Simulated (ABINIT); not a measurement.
Crystal: MgO.

```
Mg O
1.0
     0.00000    2.09700    2.09700
     2.09700    0.00000    2.09700
     2.09700    2.09700    0.00000
Mg O
1 1
Cartesian
  0.0000 0.0000 0.0000
  2.0970 2.0970 2.0970
```

The cell is a database's computed one.

Base run:

- Program: ABINIT 10.8.3 (patched build)
- Functional: PBEsol
- Potentials or basis: JTH PAW PBE v2.0
- Cutoff: 626 eV
- k mesh: 14 × 14 × 14
- Occupations: fermi-dirac, width 0.05 eV
- Spin: no spin polarisation

Its results: band gap on the k mesh 4.76 eV, direct; pressure 2.7 GPa.

Task: The run is repeated on the same cell with these changes: functional from PBEsol to PBE. What comes out?

Result: Band gap on the k mesh 4.86 eV, direct; pressure 7.1 GPa.

PBE binds less tightly than PBEsol, so the same cell stands under more pressure.

Caveats: the PAW data sets were made with another functional, which shifts forces and pressure a little (some runs).

A k mesh can miss the band edges.
